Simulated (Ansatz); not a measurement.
**TaN: zone-centre modes under pressure**

TaN, Fm-3m, a = 4.377 Å. This isn't the usual stable structure of the compound. Ansatz: PBEsol, PAW, 420 eV, Γ-centred 16×16×16 mesh on 2 atoms, Fermi-Dirac smearing 0.15 eV; no spin polarisation. Cell and atoms are relaxed at each pressure with the symmetry kept; optical modes at Γ by linear response, in cm⁻¹, the highest.

```
P (GPa) V (Å³/atom)     ω1
      0       10.481  410.0
      3       10.394  420.7
      8       10.258  437.7
     15       10.083      ?
```

Get the mode's Grüneisen parameter γ = −d ln ω/d ln V from the other rows and predict the missing frequency.

ln(V/V0) = 0.0000, -0.0083, -0.0215, -0.0387; a line through ln(ω/ω0) of the 3 known rows gives ω1: γ = 3.037 (intercept 0.0002), predicted 461.2, computed 459.8. The miss is 0.3 %, or 3 % of the shift under pressure, so a constant γ serves at that level. In a metal these frequencies hang on the mesh and smearing.

Spin–orbit coupling is left out, which can shift energies with elements as heavy as these.

Cost: 4 runs of about 2.4 core-minutes in all, on Intel Xeon Platinum 8175M (Skylake/Cascade Lake) (shared hosts).